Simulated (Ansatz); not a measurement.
# Molecular dynamics of Zn8HO8

input.yaml

```yaml
crystal:
  lattice:
    - [-3.2533, -5.634881, 0.0]
    - [4.87995, -2.81744, 0.0]
    - [0.0, 0.0, 5.2073]
  atoms:
    - { symbol: Zn, position: [0.48330179, 0.33448625, 0.02511487] }
    - { symbol: Zn, position: [0.4706584, 0.68386415, 0.51632166] }
    - { symbol: O, position: [0.47344585, 0.366866, 0.41150075] }
    - { symbol: O, position: [0.45899672, 0.6653476, 0.91282909] }
    - { symbol: Zn, position: [0.20832143, 0.83779252, -0.01552592] }
    - { symbol: Zn, position: [0.2498086, 0.16471036, 0.53316241] }
    - { symbol: O, position: [0.22906507, 0.85481582, 0.38983817] }
    - { symbol: O, position: [0.23918876, 0.17666054, 0.91231304] }
    - { symbol: Zn, position: [0.00171931, 0.34566565, 0.02108314] }
    - { symbol: Zn, position: [-0.02600008, 0.69580558, 0.51732931] }
    - { symbol: O, position: [-0.00937512, 0.36075428, 0.41031344] }
    - { symbol: O, position: [-0.03336753, 0.66811168, 0.90507475] }
    - { symbol: Zn, position: [0.70354965, 0.84894367, -0.0204197] }
    - { symbol: Zn, position: [0.74730055, 0.17195723, 0.50337446] }
    - { symbol: O, position: [0.71191141, 0.83890626, 0.36819545] }
    - { symbol: O, position: [0.72922743, 0.17550332, 0.91352749] }
    - { symbol: H, position: [0.48219461, 0.99327267, 0.60616129], spin: 1.0 }
magnetization:
  spin_polarized: true
basis:
  ecutwfc: 420.0
kpoints:
  mp_grid: { grid: [2, 2, 2] }
hamiltonian:
  xc: pbe
  pseudopotentials: { kind: paw, azcp: { folder: soft_1 } }
scf:
  occupations: { method: fermi_dirac, width: 0.02 }
  lower_state_search: "off"
md:
  timestep: 0.5
  n_steps: 260
  ensemble: nvt_langevin
  temperature: 840.0
  initial_velocities: maxwell_boltzmann
  seed: 233203
  friction: 0.05
```

Run as:

```bash
$ ansatz run input.yaml --threads 2 --pin off --max-ram 5120MiB --backend cpu --events-out ev --progress --plain --runs-dir out
```

It goes on from the last frame of an earlier run, with new velocities.

Output, in part (step lines):

```
md step     0: t =     0.00 fs  T =   790.6 K  F+E_penalty+E_count = -31107.36236301 eV  E_kin = 1.737254 eV  (16 SCF iters)
md step     1: t =     0.50 fs  T =   710.5 K  F+E_penalty+E_count = -31107.35163996 eV  E_kin = 1.561344 eV  (7 SCF iters)
md step     2: t =     1.00 fs  T =   728.6 K  F+E_penalty+E_count = -31107.34219957 eV  E_kin = 1.600963 eV  (7 SCF iters)
md step     3: t =     1.50 fs  T =   784.8 K  F+E_penalty+E_count = -31107.32803053 eV  E_kin = 1.724540 eV  (7 SCF iters)
md step     4: t =     2.00 fs  T =   690.3 K  F+E_penalty+E_count = -31107.31151767 eV  E_kin = 1.516783 eV  (7 SCF iters)
md step     5: t =     2.50 fs  T =   738.7 K  F+E_penalty+E_count = -31107.29477577 eV  E_kin = 1.623253 eV  (7 SCF iters)
md step     6: t =     3.00 fs  T =   696.6 K  F+E_penalty+E_count = -31107.27786991 eV  E_kin = 1.530698 eV  (7 SCF iters)
md step     7: t =     3.50 fs  T =   610.4 K  F+E_penalty+E_count = -31107.26232755 eV  E_kin = 1.341282 eV  (7 SCF iters)
[... lines left out ...]
md step   260: t =   130.00 fs  T =   835.0 K  F+E_penalty+E_count = -31106.00906345 eV  E_kin = 1.834786 eV  (8 SCF iters)
```

The steps, from the saved trajectory:

```tsv
time (fs)	T (K)	potential energy less start (eV)
0	791	0.000
4	594	0.116
8	375	0.243
12	566	0.280
16	700	0.326
20	606	0.384
24	429	0.435
28	686	0.337
32	804	0.263
36	652	0.344
40	626	0.502
44	626	0.611
48	644	0.667
52	659	0.698
56	734	0.654
60	632	0.661
64	615	0.745
68	532	0.751
72	627	0.728
76	686	0.645
80	746	0.501
84	805	0.590
88	794	0.644
92	867	0.492
96	637	0.662
100	599	0.682
104	736	0.638
108	859	0.763
112	713	0.959
116	673	1.090
120	734	1.240
124	800	1.382
128	867	1.411
```

All steps were run. The mean temperature of the second half is 14 % below the set value. A run of 0.13 ps of so small a system gives no equilibrium averages. Limits of this set-up: coarse k mesh, a small cell, in which the defect meets its images.

Mean squared displacements from the first frame to the last, about the centre of mass: Zn 0.04 Å², O 0.06 Å², H 0.50 Å².

Last frame:

```xyz
17
Lattice="-3.2533 -5.6349 0.0000 4.8800 -2.8174 0.0000 0.0000 0.0000 5.2073" Properties=species:S:1:pos:R:3
Zn 0.159 -3.785 0.279
Zn 1.789 -4.431 2.679
O 0.121 -3.534 2.171
O 1.841 -4.330 4.552
Zn 3.585 -3.414 0.074
Zn -0.039 -1.730 2.987
O 3.465 -3.607 2.022
O 0.030 -1.919 4.971
Zn 1.607 -0.973 0.064
Zn 3.583 -1.641 2.474
O 1.831 -0.855 1.976
O 3.401 -1.697 4.579
Zn 1.799 -6.331 -0.034
Zn -1.313 -4.703 2.716
O 2.043 -6.522 2.109
O -1.312 -4.878 4.652
H 3.269 -5.032 3.750
```

The run took 31 min on 2 threads of Arm Neoverse V2 (shared host), peak memory 0.65 GiB.
